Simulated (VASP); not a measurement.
# ZrB2 (P6/mmm) in VASP: further runs

Runs on ZrB2. Level: PBEsol. Tasks: relaxation of cell and atoms.

All numbers are computed with VASP 6.6.1; they aren't measurements. Logs are shortened: lines on timing, memory, paths and dates and some standing lists are left out, and cuts for length are marked.

### 1 The structure

Symmetry: P6/mmm, No. 191, hexagonal system. The conventional cell has a = 3.170 Å, b = 3.170 Å, c = 3.533 Å, α = 90.00°, β = 90.00°, γ = 120.00°. Zr (site symmetry 6/mmm) is surrounded by 12 B at 2.54 Å. B (site symmetry -6m2) is surrounded by 3 B at 1.83 Å.

### 2 Relaxation of cell and atoms, PBEsol

File INCAR:

```
SYSTEM = ZrB2
  ALGO = Normal
  EDIFF = 1E-6
  EDIFFG = -0.01
  ENCUT = 600
  GGA = PS
  IBRION = 2
  ISIF = 3
  ISMEAR = 1
  LASPH = .TRUE.
  LCHARG = .FALSE.
  LREAL = .FALSE.
  LWAVE = .FALSE.
  NELM = 80
  NSW = 90
  PREC = Accurate
  SIGMA = 0.1
```

File KPOINTS:

```
k-points
0
G
  15 15 10
  0 0 0
```

File POSCAR:

```
ZrB2
1.0
    3.1700000000      0.0000000000      0.0000000000
   -1.5850000000      2.7453005300      0.0000000000
    0.0000000000      0.0000000000      3.5330000000
Zr B
1 2
Direct
    0.0000000000      0.0000000000      0.0000000000
    0.3333333333      0.6666666667      0.5000000000
    0.6666666667      0.3333333333      0.5000000000
```

Potentials or basis: VASP PAW PBE potentials, release 64 (Zr_sv, B).

Command:

```sh
cat potpaw_PBE.64/Zr_sv/POTCAR potpaw_PBE.64/B/POTCAR > POTCAR
mpirun -np 1 vasp_std > vasp.out
```

OUTCAR:

```text
SYSTEM = ZrB2
   EDIFF = 1E-6
   EDIFFG = -0.01
   ENCUT = 600
   GGA = PS
   IBRION = 2
   ISIF = 3
   ISMEAR = 1
   LASPH = .TRUE.
   LREAL = .FALSE.
   NELM = 80
   NSW = 90
   PREC = Accurate

 ion  position               nearest neighbor table
   1  0.000  0.000  0.000-   2 2.54   3 2.54   2 2.54   3 2.54   3 2.54   3 2.54   2 2.54   2 2.54
                             3 2.54   3 2.54   2 2.54   2 2.54
   2  0.333  0.667  0.500-   3 1.83   3 1.83   3 1.83   1 2.54   1 2.54   1 2.54   1 2.54   1 2.54
                             1 2.54
   3  0.667  0.333  0.500-   2 1.83   2 1.83   2 1.83   1 2.54   1 2.54   1 2.54   1 2.54   1 2.54
                             1 2.54

  LATTYP: Found a hexagonal cell.
 ALAT       =     3.1700000000
 C/A-ratio  =     1.1145110410

  Lattice vectors:

 A1 = (   3.1700000000,   0.0000000000,   0.0000000000)
 A2 = (  -1.5850000000,   2.7453005300,   0.0000000000)
 A3 = (   0.0000000000,   0.0000000000,   3.5330000000)

Analysis of symmetry for initial positions (statically):
=====================================================================
 Subroutine PRICEL returns:
 Original cell was already a primitive cell.

 Routine SETGRP: Setting up the symmetry group for a
 hexagonal supercell.

 Subroutine GETGRP returns: Found 24 space group operations
 (whereof 24 operations were pure point group operations)
 out of a pool of 24 trial point group operations.

The static configuration has the point symmetry D_6h.

Analysis of symmetry for dynamics (positions and initial velocities):
=====================================================================
 Subroutine PRICEL returns:
 Original cell was already a primitive cell.

 Routine SETGRP: Setting up the symmetry group for a
 hexagonal supercell.

 Subroutine GETGRP returns: Found 24 space group operations
 (whereof 24 operations were pure point group operations)
 out of a pool of 24 trial point group operations.

The dynamic configuration has the point symmetry D_6h.

 Subroutine INISYM returns: Found 24 space group operations
 (whereof 24 operations are pure point group operations),
 and found     1 'primitive' translations

----------------------------------------------------------------------------------------

                                     Primitive cell

  volume of cell :      30.7463

  direct lattice vectors                    reciprocal lattice vectors
     3.170000000  0.000000000  0.000000000     0.315457413  0.182129422  0.000000000
    -1.585000000  2.745300530  0.000000000     0.000000000  0.364258845  0.000000000
     0.000000000  0.000000000  3.533000000     0.000000000  0.000000000  0.283045570

  length of vectors
     3.170000000  3.170000000  3.533000000     0.364258845  0.364258845  0.283045570

  position of ions in fractional coordinates (direct lattice)
     0.000000000  0.000000000  0.000000000
     0.333333333  0.666666667  0.500000000
     0.666666667  0.333333333  0.500000000

  ion indices of the primitive-cell ions
   primitive index   ion index
                 1           1
                 2           2
                 3           3

----------------------------------------------------------------------------------------

 KPOINTS: k-points

Automatic generation of k-mesh.
 Grid dimensions read from file:
 generate k-points for:   15   15   10

 Generating k-lattice:

  Cartesian coordinates                     Fractional coordinates (reciprocal lattice)
     0.021030494  0.012141961  0.000000000     0.066666667  0.000000000  0.000000000
     0.000000000  0.024283923  0.000000000     0.000000000  0.066666667  0.000000000
     0.000000000  0.000000000  0.028304557     0.000000000  0.000000000  0.100000000

  Length of vectors
     0.024283923  0.024283923  0.028304557

  Shift w.r.t. Gamma in fractional coordinates (k-lattice)
     0.000000000  0.000000000  0.000000000

 Subroutine IBZKPT returns following result:
 ===========================================

 Found    162 irreducible k-points:

 Following reciprocal coordinates:
            Coordinates               Weight
  0.000000  0.000000  0.000000      1.000000
  0.066667  0.000000  0.000000      6.000000
  0.133333  0.000000  0.000000      6.000000
  0.200000 -0.000000  0.000000      6.000000
  0.266667  0.000000  0.000000      6.000000
  0.333333 -0.000000  0.000000      6.000000
[... 16 lines left out ...]
  0.333333  0.200000  0.000000     12.000000
  0.400000  0.200000  0.000000      6.000000
 [... further k-points ...]
   k-points           NKPTS =    162   k-points in BZ     NKDIM =    162   number of bands    NBANDS=     13
   number of dos      NEDOS =    301   number of ions     NIONS =      3
   total plane-waves  NPLWV =  21952
   dimension x,y,z NGX =    28 NGY =   28 NGZ =   28
   dimension x,y,z NGXF=    56 NGYF=   56 NGZF=   56
   ions per type =               1   2
   NGX,Y,Z   is equivalent  to a cutoff of  14.68, 14.68, 13.18 a.u.
   NGXF,Y,Z  is equivalent  to a cutoff of  29.37, 29.37, 26.35 a.u.
 SYSTEM =  ZrB2
   PREC   = accura    normal or accurate (medium, high low for compatibility)
   ISTART =      0    job   : 0-new  1-cont  2-samecut
   ICHARG =      2    charge: 1-file 2-atom 10-const
   ISPIN  =      1    spin polarized calculation?
   LNONCOLLINEAR =      F non collinear calculations
   LSORBIT =      F    spin-orbit coupling
   LASPH  =      T    aspherical Exc in radial PAW
   ENCUT  =  600.0 eV  44.10 Ry    6.64 a.u.   6.33  6.33  7.06*2*pi/ulx,y,z
   NELM   =     80;   NELMIN=  2; NELMDL= -5     # of ELM steps
   EDIFF  = 0.1E-05   stopping-criterion for ELM
   LREAL  =      F    real-space projection
   EDIFFG = -.1E-01   stopping-criterion for IOM
   NSW    =     90    number of steps for IOM
   IBRION =      2    ionic relax: 0-MD 1-quasi-New 2-CG
   NFREE  =      1    steps in history (QN), initial steepest desc. (CG)
   ISIF   =      3    stress and relaxation
   ISYM   =      2    0-nonsym 1-usesym 2-fastsym
   POTIM  = 0.5000    time-step for ionic-motion
   TEBEG  =    0.0;   TEEND  =   0.0 temperature during run
   PSTRESS=    0.0 pullay stress
   NELECT =      18.0000    total number of electrons
   NUPDOWN=      -1.0000    fix difference up-down
   EMIN   =  10.00;   EMAX   =-10.00  energy-range for DOS
   EFERMI =   0.00;   METHOD = LEGACY
   ISMEAR =     1;   SIGMA  =   0.10  broadening in eV -4-tet -1-fermi 0-gaus
   EFERMI_NEDOS =   21; number of points for ismear=-14 and -15
   IALGO  =     38    algorithm
   IMIX   =      4    mixing-type and parameters
     AMIX     =   0.40;   BMIX     =  1.00
     AMIX_MAG =   1.60;   BMIX_MAG =  1.00
  volume/ion in A,a.u.               =      10.25        69.16
  Fermi-wavevector in a.u.,A,eV,Ry     =   1.369519  2.588016 25.518847  1.875582
  Thomas-Fermi vector in A             =   2.495387
   LORBIT       =      0    0 simple, 1 ext, 2 COOP (PROOUT), +10 PAW based schemes
   GGA     = PS    functional components
   LHFCALC =     F    Hartree Fock is set to
   AEXX    =    0.0000 exact exchange contribution
   IVDW    =     0    specifies the selected vdW correction
   LEPSILON=     F    determine dielectric tensor
   LRPA    =     F    only Hartree local field effects (RPA)
 conjugate gradient relaxation of ions
 non-spin polarized calculation
 Methfessel and Paxton  Order N= 1 SIGMA  =   0.10
  energy-cutoff  :      600.00
  volume of cell :       30.75
 maximum number of plane-waves:      1046
 NGX is ok and might be reduce to    28
   NGX = 13   NGY = 13   NGZ = 15

--------------------------------------- Ionic step        1  -------------------------------------------

 number of electron      18.0000000 magnetization

 Free energy of the ion-electron system (eV)
  ---------------------------------------------------
  ext. energy  EPLUGINS =         0.00000000
  ---------------------------------------------------
  free energy    TOTEN  =       -26.40053978 eV

  energy without entropy =      -26.40067156  energy(sigma->0) =      -26.40058370

------------------------ aborting loop because EDIFF is reached ----------------------------------------

  FORCE on cell =-STRESS in cart. coord.  units (eV):
  Direction    XX          YY          ZZ          XY          YZ          ZX
  --------------------------------------------------------------------------------------
  -------------------------------------------------------------------------------------
  Total       -0.6694714     -0.6694714     -0.8413846      0.0000000      0.0000000     -0.0000000
  in kB      -34.8858883    -34.8858883    -43.8442180      0.0000000      0.0000000     -0.0000000
  external PRESSURE =     -37.8719982 kB  Pullay stress =       0.0000000 kB

 VOLUME and BASIS-vectors are now :
 -----------------------------------------------------------------------------
  energy-cutoff  :      600.00
  volume of cell :       30.75
      direct lattice vectors                 reciprocal lattice vectors
     3.170000000  0.000000000  0.000000000     0.315457413  0.182129422  0.000000000
    -1.585000000  2.745300530  0.000000000     0.000000000  0.364258845  0.000000000
     0.000000000  0.000000000  3.533000000     0.000000000  0.000000000  0.283045570
[... 75 lines left out ...]
 POSITION                                       TOTAL-FORCE (eV/Angst)
 -----------------------------------------------------------------------------------
     -1.57730      2.73197      0.00000         0.000000     -0.000000     -0.000000
     -0.00000      1.82131      1.75572        -0.000000      0.000000     -0.000000
      1.57730      0.91066      1.75572         0.000000     -0.000000      0.000000
 -----------------------------------------------------------------------------------
    total drift:                               -0.000000      0.000000      0.000000

  FREE ENERGIE OF THE ION-ELECTRON SYSTEM (eV)
  ---------------------------------------------------
  free  energy   TOTEN  =       -26.4064569783 eV

  energy  without entropy=      -26.4065770882  energy(sigma->0) =      -26.40649701

--------------------------------------- Ionic step        4  -------------------------------------------

 number of electron      18.0000000 magnetization

 Free energy of the ion-electron system (eV)
  ---------------------------------------------------
  ext. energy  EPLUGINS =         0.00000000
  ---------------------------------------------------
  free energy    TOTEN  =       -26.40657368 eV

  energy without entropy =      -26.40669486  energy(sigma->0) =      -26.40661407

 E-fermi :  10.5602     XC(G=0): -12.6126

 val. band max:       10.4829950375   @ k =   0.0667   0.0667   0.5000
 cond. band min:      10.5984501647   @ k =   0.0667   0.0667   0.4000
 fundamental gap:      0.1154551272
 Fermi energy:        10.5602496490

 k-point     1 :       0.0000    0.0000    0.0000
  band No.  band energies     occupation
      1     -37.8458      2.00000
      2     -16.0829      2.00000
      3     -15.4970      2.00000
      4     -15.4970      2.00000
      5      -2.1637      2.00000
      6       7.9257      2.00000
      7       7.9257      2.00000
      8       7.9558      2.00000
      9       8.3173      2.00000
     10      14.0657      0.00000
     11      14.0657      0.00000
     12      14.9100      0.00000
     13      14.9100      0.00000

 k-point     2 :       0.0667    0.0000    0.0000
  band No.  band energies     occupation
      1     -37.8405      2.00000
      2     -16.0750      2.00000
      3     -15.5435      2.00000
      4     -15.5070      2.00000
      5      -2.0727      2.00000
      6       7.6606      2.00000
      7       7.9313      2.00000
      8       8.0438      2.00000
      9       8.2100      2.00000
     10      14.0076      0.00000
     11      14.2200      0.00000
[... 339 lines left out ...]
 k-point    24 :       0.4000    0.2000    0.0000
  band No.  band energies     occupation
      1     -37.7114      2.00000
      2     -16.3746      2.00000
      3     -15.9499      2.00000
      4     -15.8824      2.00000
      5       2.2184      2.00000
      6       2.3957      2.00000
      7       5.0386      2.00000
      8       7.1990      2.00000
      9       9.6004      2.00000
     10      10.3575      2.01463
     11      13.3889      0.00000
     12      14.8162      0.00000
     13      17.1025      0.00000

 [... further k-points ...]
[... 5 lines left out ...]
  --------------------------------------------------------------------------------------
  -------------------------------------------------------------------------------------
  Total        0.0010161      0.0010161     -0.0075019      0.0000000     -0.0000000      0.0000000
  in kB        0.0537910      0.0537910     -0.3971542      0.0000000     -0.0000000      0.0000000
  external PRESSURE =      -0.0965241 kB  Pullay stress =       0.0000000 kB

 VOLUME and BASIS-vectors are now :
 -----------------------------------------------------------------------------
  energy-cutoff  :      600.00
  volume of cell :       30.26
      direct lattice vectors                 reciprocal lattice vectors
     3.156973383 -0.000000000  0.000000000     0.316759085  0.182880943 -0.000000000
    -1.578486691  2.734019149  0.000000000     0.000000000  0.365761886 -0.000000000
     0.000000000  0.000000000  3.506298731    -0.000000000 -0.000000000  0.285201027

 POSITION                                       TOTAL-FORCE (eV/Angst)
 -----------------------------------------------------------------------------------
      0.00000      0.00000      3.50630         0.000000      0.000000     -0.000000
     -0.00000      1.82268      1.75315        -0.000000     -0.000000     -0.000000
      1.57849      0.91134      1.75315         0.000000      0.000000      0.000000
 -----------------------------------------------------------------------------------
    total drift:                               -0.000000      0.000000      0.000000

  FREE ENERGIE OF THE ION-ELECTRON SYSTEM (eV)
  ---------------------------------------------------
  free  energy   TOTEN  =       -26.4065736775 eV

  energy  without entropy=      -26.4066948620  energy(sigma->0) =      -26.40661407

 reached required accuracy - stopping structural energy minimisation
```

It took 3.5 min on 1 thread of Intel Xeon Platinum 8488C (Sapphire Rapids), shared host; peak memory 0.23 GiB.

What came out:

| Quantity | Value |
| --- | --- |
| Free energy | -26.4066 eV |
| Relaxed volume | 10.09 Å³/atom |
| Relaxed cell | a = 3.157 Å, b = 3.157 Å, c = 3.506 Å, α = 90.00°, β = 90.00°, γ = 120.00° |
| Space group after relaxing (to 0.05 Å) | P6/mmm (No. 191) |
| Energy gained by relaxing | 2.0 meV/atom |
| Ionic steps | 4 |
| Pressure after relaxing | 0.0 GPa |
| Band gap on the k mesh | none (metal or under the smearing width) |

Step by step:
```tsv
step	energy change (eV)	largest force (eV/Å)	pressure (GPa)	volume (Å³)
1	0.0000	0.0000	-3.79	30.75
2	0.0031	0.0000	5.07	29.68
3	-0.0059	0.0000	0.05	30.26
4	-0.0060	0.0000	-0.01	30.26
```

Final structure:
```yaml
crystal:
  lattice:
    - [3.15697, 0.00000, 0.00000]
    - [-1.57849, 2.73402, 0.00000]
    - [0.00000, 0.00000, 3.50630]
  atoms:
    - { symbol: Zr, position: [0.00000, 0.00000, 0.00000] }
    - { symbol: B, position: [0.33333, 0.66667, 0.50000] }
    - { symbol: B, position: [0.66667, 0.33333, 0.50000] }
```

Levels at points of the mesh, in eV from the Fermi level:
```
           k point  band 6  band 7  band 8  band 9  band 10  band 11  band 12  band 13
(0.00, 0.00, 0.00)   -2.63   -2.63   -2.60   -2.24     3.51     3.51     4.35     4.35
(0.00, 0.00, 0.50)   -6.97   -0.92   -0.92    0.32     0.32     0.82     0.82     1.96
```

Caveat: the PAW data sets were made with another functional, which shifts forces and pressure a little.

### 3 Relaxation of cell and atoms, PBEsol

This run uses another cell than the first one, of 10.09 Å³/atom, 0.984 times its volume.

Edit INCAR of step 2 so:

```diff
@@ -2,4 +2,4 @@
   ALGO = Normal
-  EDIFF = 1E-6
-  EDIFFG = -0.01
+  EDIFF = 1E-7
+  EDIFFG = -0.005
   ENCUT = 600
```

KPOINTS is that of step 2.

File POSCAR:

```
ZrB2                                    
1.0
    3.1569733828     -0.0000000000      0.0000000000
   -1.5784866914      2.7340191485      0.0000000000
    0.0000000000      0.0000000000      3.5062987314
  Zr              B             
     1     2
Direct
     0.0000000000000000    0.0000000000000000    1.0000000000000000
     0.3333333332999970    0.6666666667000030    0.5000000000000000
     0.6666666667000030    0.3333333332999970    0.5000000000000000
```

Potentials or basis: VASP PAW PBE potentials, release 64 (Zr_sv, B).

Command:

```sh
cat potpaw_PBE.64/Zr_sv/POTCAR potpaw_PBE.64/B/POTCAR > POTCAR
mpirun -np 1 vasp_std > vasp.out
```

It took 77 s on 1 thread of Intel Xeon Platinum 8488C (Sapphire Rapids), shared host; peak memory 0.22 GiB.

Results (log left out):

- Free energy: -26.4063 eV
- Pressure after relaxing: 0.0 GPa
- Band gap on the k mesh: none (metal or under the smearing width)

Final structure:
```
CELL_PARAMETERS angstrom
3.15697 0.00000 0.00000
-1.57849 2.73402 0.00000
0.00000 0.00000 3.50630
ATOMIC_POSITIONS crystal
Zr 0.00000 0.00000 0.00000
B 0.33333 0.66667 0.50000
B 0.66667 0.33333 0.50000
```

Levels at points of the mesh, in eV from the Fermi level:
| k point | band 6 | band 7 | band 8 | band 9 | band 10 | band 11 | band 12 | band 13 |
| --- | --- | --- | --- | --- | --- | --- | --- | --- |
| (0.00, 0.00, 0.00) | -2.63 | -2.63 | -2.60 | -2.24 | 3.51 | 3.51 | 4.35 | 4.35 |
| (0.00, 0.00, 0.50) | -6.97 | -0.92 | -0.92 | 0.32 | 0.32 | 0.82 | 0.82 | 1.96 |

Caveat: the relaxation stopped at its first step, so nothing moved; the PAW data sets were made with another functional, which shifts forces and pressure a little.
